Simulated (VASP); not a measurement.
A run of VASP 6.6.1 is set up as follows.

INCAR

```
SYSTEM = Cd
PREC = Accurate
ENCUT = 600
EDIFF = 1E-6
ISMEAR = 1
SIGMA = 0.1
LREAL = .False.
LASPH = .True.
NELM = 80
ALGO = Normal
ISIF = 3
LWAVE = .False.
LCHARG = .False.
GGA = PS
IBRION = 2
NSW = 90
EDIFFG = -0.01
```

Contents of KPOINTS:

```
Automatic mesh
0
Gamma
  15 15 7
  0 0 0
```

POSCAR

```
Cd
1.0
    2.9788700000      0.0000000000      0.0000000000
   -1.4894350000      2.5797770946      0.0000000000
    0.0000000000      0.0000000000      5.6176500000
Cd
2
Direct
    0.3333333333      0.6666666667      0.2500000000
    0.6666666667      0.3333333333      0.7500000000
```

Potentials or basis: VASP PAW PBE potentials, release 64 (Cd).

Run with:

```sh
$ cat potpaw_PBE.64/Cd/POTCAR > POTCAR
$ mpirun -np 1 vasp_std > vasp.out
```

Task: What does it give for the relaxed cell?

Result: a = 2.941 Å, b = 2.941 Å, c = 5.656 Å, α = 90.00°, β = 90.00°, γ = 120.00°.

Task: Estimate the band gap on the k mesh.

Result: None (metal or under the smearing width).

Step by step:
```
step  energy change (eV)  largest force (eV/Å)  pressure (GPa)  volume (Å³)
   1              0.0000                0.0000           -1.44        43.17
   2             -0.0056                0.0000            0.39        41.97
   3             -0.0058                0.0000            0.18        42.12
   4             -0.0058                0.0000            0.09        42.15
   5             -0.0062                0.0000            0.04        42.20
   6             -0.0067                0.0000            0.07        42.27
   7             -0.0057                0.0000            0.12        42.40
   8             -0.0067                0.0000            0.10        42.29
   9             -0.0067                0.0000            0.06        42.29
  10             -0.0067                0.0000            0.07        42.29
  11             -0.0067                0.0000           -0.01        42.38
```

Caveat: the PAW data sets were made with another functional, which shifts forces and pressure a little.
